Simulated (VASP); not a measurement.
# InP (Fm-3m) in VASP: further runs

One crystal, InP, is run at these levels: PBEsol; tasks: single point.

Program: VASP 6.6.1. These are calculated values, not measurements. Logs are shortened: lines on timing, memory, paths and dates and some standing lists are left out, and cuts for length are marked.

## (1) The crystal as given

Symmetry: Fm-3m, No. 225, cubic system. Conventional cell: a = 5.538 Å, b = 5.538 Å, c = 5.538 Å, α = 90.00°, β = 90.00°, γ = 90.00°. Around In (site symmetry m-3m) lie 6 P at 2.77 Å. Around P (site symmetry m-3m) lie 6 In at 2.77 Å.

Measurements of this composition are mostly on another form, of space group No. 216.

## (2) Single point, PBEsol

File INCAR:

```
SYSTEM = InP
  PREC = Accurate
  ENCUT = 400
  EDIFF = 1E-6
  ISMEAR = -5
  SIGMA = 0.05
  LREAL = .False.
  LASPH = .True.
  NELM = 100
  ALGO = Normal
  ISIF = 2
  LWAVE = .False.
  LCHARG = .False.
  GGA = PS
  ADDGRID = .False.
```

File KPOINTS:

```
regular mesh
0
Gamma
  7 7 7
  0 0 0
```

File POSCAR:

```
InP
1.0
    0.0000000000      2.7688340000      2.7688340000
    2.7688340000      0.0000000000      2.7688340000
    2.7688340000      2.7688340000      0.0000000000
In P
1 1
Direct
    0.0000000000      0.0000000000      0.0000000000
    0.5000000000      0.5000000000      0.5000000000
```

Potentials or basis: VASP PAW PBE potentials, release 64 (In_d, P).

Command:

```sh
$ cat potpaw_PBE.64/In_d/POTCAR potpaw_PBE.64/P/POTCAR > POTCAR
$ mpirun -np 1 vasp_std > vasp.out
```

OUTCAR:

```text
SYSTEM = InP
   PREC = Accurate
   ENCUT = 400
   EDIFF = 1E-6
   ISMEAR = -5
   LREAL = .False.
   LASPH = .True.
   NELM = 100
   ISIF = 2
   GGA = PS

 Found     20 irreducible k-points:

 Following reciprocal coordinates:
            Coordinates               Weight
  0.000000  0.000000  0.000000      1.000000
  0.142857  0.000000  0.000000      8.000000
  0.285714  0.000000  0.000000      8.000000
  0.428571  0.000000  0.000000      8.000000
  0.142857  0.142857  0.000000      6.000000
  0.285714  0.142857  0.000000     24.000000
   k-points           NKPTS =     20   k-points in BZ     NKDIM =     20   number of bands    NBANDS=     13
   number of dos      NEDOS =    301   number of ions     NIONS =      2
   total plane-waves  NPLWV =  21952
   dimension x,y,z NGX =    28 NGY =   28 NGZ =   28
   dimension x,y,z NGXF=    56 NGYF=   56 NGZF=   56
   ions per type =               1   1
   NGX,Y,Z   is equivalent  to a cutoff of  11.89, 11.89, 11.89 a.u.
   NGXF,Y,Z  is equivalent  to a cutoff of  23.78, 23.78, 23.78 a.u.
 SYSTEM =  InP
   PREC   = accura    normal or accurate (medium, high low for compatibility)
   ISTART =      0    job   : 0-new  1-cont  2-samecut
   ICHARG =      2    charge: 1-file 2-atom 10-const
   ISPIN  =      1    spin polarized calculation?
   LNONCOLLINEAR =      F non collinear calculations
   LSORBIT =      F    spin-orbit coupling
   LASPH  =      T    aspherical Exc in radial PAW
   ENCUT  =  400.0 eV  29.40 Ry    5.42 a.u.   6.39  6.39  6.39*2*pi/ulx,y,z
   NELM   =    100;   NELMIN=  2; NELMDL= -5     # of ELM steps
   EDIFF  = 0.1E-05   stopping-criterion for ELM
   LREAL  =      F    real-space projection
   EDIFFG = 0.1E-04   stopping-criterion for IOM
   NSW    =      0    number of steps for IOM
   IBRION =     -1    ionic relax: 0-MD 1-quasi-New 2-CG
   NFREE  =      0    steps in history (QN), initial steepest desc. (CG)
   ISIF   =      2    stress and relaxation
   ISYM   =      2    0-nonsym 1-usesym 2-fastsym
   POTIM  = 0.5000    time-step for ionic-motion
   TEBEG  =    0.0;   TEEND  =   0.0 temperature during run
   PSTRESS=    0.0 pullay stress
   NELECT =      18.0000    total number of electrons
   NUPDOWN=      -1.0000    fix difference up-down
   EMIN   =  10.00;   EMAX   =-10.00  energy-range for DOS
   EFERMI =   0.00;   METHOD = LEGACY
   ISMEAR =    -5;   SIGMA  =   0.05  broadening in eV -4-tet -1-fermi 0-gaus
   EFERMI_NEDOS =   21; number of points for ismear=-14 and -15
   IALGO  =     38    algorithm
   IMIX   =      4    mixing-type and parameters
     AMIX     =   0.40;   BMIX     =  1.00
     AMIX_MAG =   1.60;   BMIX_MAG =  1.00
  volume/ion in A,a.u.               =      21.23       143.25
  Fermi-wavevector in a.u.,A,eV,Ry     =   1.229869  2.324115 20.579860  1.512577
  Thomas-Fermi vector in A             =   2.364739
   LORBIT       =      0    0 simple, 1 ext, 2 COOP (PROOUT), +10 PAW based schemes
   GGA     = PS    functional components
   LHFCALC =     F    Hartree Fock is set to
   AEXX    =    0.0000 exact exchange contribution
   IVDW    =     0    specifies the selected vdW correction
   LEPSILON=     F    determine dielectric tensor
   LRPA    =     F    only Hartree local field effects (RPA)
 non-spin polarized calculation
 Fermi weights with tetrahedron method with Bloechl corrections
  energy-cutoff  :      400.00
  volume of cell :       42.45
 maximum number of plane-waves:       785
 NGX is ok and might be reduce to    28
   NGX = 13   NGY = 13   NGZ = 13

 number of electron      17.9999990 magnetization

 Free energy of the ion-electron system (eV)
  ---------------------------------------------------
  ext. energy  EPLUGINS =         0.00000000
  ---------------------------------------------------
  free energy    TOTEN  =        -8.78627650 eV

  energy without entropy =       -8.78627650  energy(sigma->0) =       -8.78627650

 E-fermi :   6.8493     XC(G=0): -10.5511

 val. band max:        7.0799665744   @ k =   0.4286   0.0000   0.0000
 cond. band min:       6.6645397052   @ k =   0.4286   0.2857   0.0000
 fundamental gap:     -0.4154268692
 Fermi energy:         6.8492942634

 k-point     1 :       0.0000    0.0000    0.0000
  band No.  band energies     occupation
      1      -7.2582      2.00000
      2      -7.2582      2.00000
      3      -7.2380      2.00000
      4      -7.2380      2.00000
      5      -7.2380      2.00000
      6      -5.0819      2.00000
      7       6.6841      2.00000
      8       6.6841      2.00000
      9       6.6841      2.00000
     10       7.4089      0.00000
     11      13.9959      0.00000
     12      13.9959      0.00000
     13      13.9959      0.00000

 k-point     2 :       0.1429    0.0000    0.0000
  band No.  band energies     occupation
      1      -7.2685      2.00000
      2      -7.2685      2.00000
      3      -7.2388      2.00000
      4      -7.2240      2.00000
      5      -7.2240      2.00000
      6      -4.8265      2.00000
      7       4.6529      2.00000
      8       6.7270      1.99887
      9       6.7270      1.77149
     10       9.0128      0.00000
     11      12.8538      0.00000
     12      13.2648      0.00000
     13      13.2648      0.00000

 k-point     3 :       0.2857    0.0000    0.0000
  band No.  band energies     occupation
      1      -7.2954      2.00000
      2      -7.2954      2.00000
      3      -7.2434      2.00000
      4      -7.1881      2.00000
      5      -7.1881      2.00000
      6      -4.0990      2.00000
      7       2.3385      2.00000
      8       6.8764      1.93819
      9       6.8764      1.06098
     10       9.6381      0.00000
     11      11.5159      0.00000
     12      11.5159      0.00000
     13      12.2419      0.00000

 k-point     4 :       0.4286    0.0000    0.0000
  band No.  band energies     occupation
      1      -7.3173      2.00000
      2      -7.3173      2.00000
      3      -7.2488      2.00000
      4      -7.1585      2.00000
      5      -7.1585      2.00000
      6      -3.1698      2.00000
      7       0.5548      2.00000
      8       7.0800      1.75254
      9       7.0800      0.55560
     10       9.3890      0.00000
     11      10.4261      0.00000
     12      10.4261      0.00000
     13      12.1028      0.00000

 k-point     5 :       0.1429    0.1429    0.0000
  band No.  band energies     occupation
      1      -7.2955      2.00000
      2      -7.2492      2.00000
      3      -7.2485      2.00000
      4      -7.2179      2.00000
      5      -7.2179      2.00000
      6      -4.7301      2.00000
      7       4.8782      2.00000
      8       6.2112      2.00000
      9       6.2112      2.16075
     10       9.6099      0.00000
     11      11.7864      0.00000
     12      12.7212      0.00000
     13      13.9944      0.00000

 k-point     6 :       0.2857    0.1429    0.0000
  band No.  band energies     occupation
      1      -7.3382      2.00000
      2      -7.2603      2.00000
      3      -7.2511      2.00000
      4      -7.1981      2.00000
      5      -7.1842      2.00000
      6      -4.1328      2.00000
      7       3.1541      2.00000
      8       5.9630      2.00030
      9       6.2488      2.14697
     10       9.1834     -0.00575
     11      11.4081      0.00000
     12      12.5262      0.00000
     13      13.3422      0.00000

 [... further k-points ...]

------------------------ aborting loop because EDIFF is reached ----------------------------------------

  FORCE on cell =-STRESS in cart. coord.  units (eV):
  Direction    XX          YY          ZZ          XY          YZ          ZX
  --------------------------------------------------------------------------------------
  -------------------------------------------------------------------------------------
  Total       -0.9840962     -0.9840962     -0.9840962      0.0000000     -0.0000000     -0.0000000
  in kB      -37.1387601    -37.1387601    -37.1387601      0.0000000     -0.0000000     -0.0000000
  external PRESSURE =     -37.1387601 kB  Pullay stress =       0.0000000 kB

 VOLUME and BASIS-vectors are now :
 -----------------------------------------------------------------------------
  energy-cutoff  :      400.00
  volume of cell :       42.45
      direct lattice vectors                 reciprocal lattice vectors
     0.000000000  2.768834000  2.768834000    -0.180581429  0.180581429  0.180581429
     2.768834000  0.000000000  2.768834000     0.180581429 -0.180581429  0.180581429
     2.768834000  2.768834000  0.000000000     0.180581429  0.180581429 -0.180581429

 POSITION                                       TOTAL-FORCE (eV/Angst)
 -----------------------------------------------------------------------------------
      0.00000      0.00000      0.00000         0.000000      0.000000      0.000000
      2.76883      2.76883      2.76883         0.000000     -0.000000     -0.000000
 -----------------------------------------------------------------------------------
    total drift:                               -0.000000      0.000000      0.000000

  FREE ENERGIE OF THE ION-ELECTRON SYSTEM (eV)
  ---------------------------------------------------
  free  energy   TOTEN  =        -8.7862764978 eV

  energy  without entropy=       -8.7862764978  energy(sigma->0) =       -8.78627650
```

Wall time 4.4 s (1 thread of Intel Xeon 6975P-C (Granite Rapids), shared host); peak memory 0.15 GiB.

These settings aren't checked as converged: the numbers below hold their error.

Results:

| Quantity | Value |
| --- | --- |
| Free energy | -8.7863 eV |
| Pressure | -3.7 GPa |
| Band gap on the k mesh | none (metal or under the smearing width) |

Caveat: the PAW data sets were made with another functional, which shifts forces and pressure a little; tetrahedron occupations give inexact forces and stress in metals.

[end of part 1 of 3]
